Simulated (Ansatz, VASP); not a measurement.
One calculation of InP, two programs

```
In P
1.0
     0.00000    2.73141    2.73141
     2.73141    0.00000    2.73141
     2.73141    2.73141    0.00000
In P
1 1
Cartesian
  0.0000 0.0000 0.0000
  2.7314 2.7314 2.7314
```

Measurements of this composition are mostly on another form, of space group No. 216.

Alike in both runs: task single point; functional LDA; k mesh 8 × 8 × 8; occupations fermi-dirac, width 0.05 eV; no spin polarisation.

|  | VASP | Ansatz |
| --- | --- | --- |
| version | VASP 6.6.1 | Ansatz 0.2.0 |
| potentials or method | VASP PAW LDA potentials, release 64 (In_d, P) | Ansatz PAW |
| plane-wave cutoff (eV) | 520 | 420 |
| valence electrons in the cell | 18 | 18 |

|  | VASP | Ansatz | Ansatz less VASP |
| --- | --- | --- | --- |
| gap on the k mesh at the Fermi level (eV) | none | none | - |
| pressure (GPa) | -2.2 | -2.2 | -0.06 |

A gap of «none» marks a metal or a gap that the smearing closes.

Caveats: the PAW data sets come from PBE, with cores solved anew for the run's functional, which leaves a small shift of forces and pressure (Ansatz).
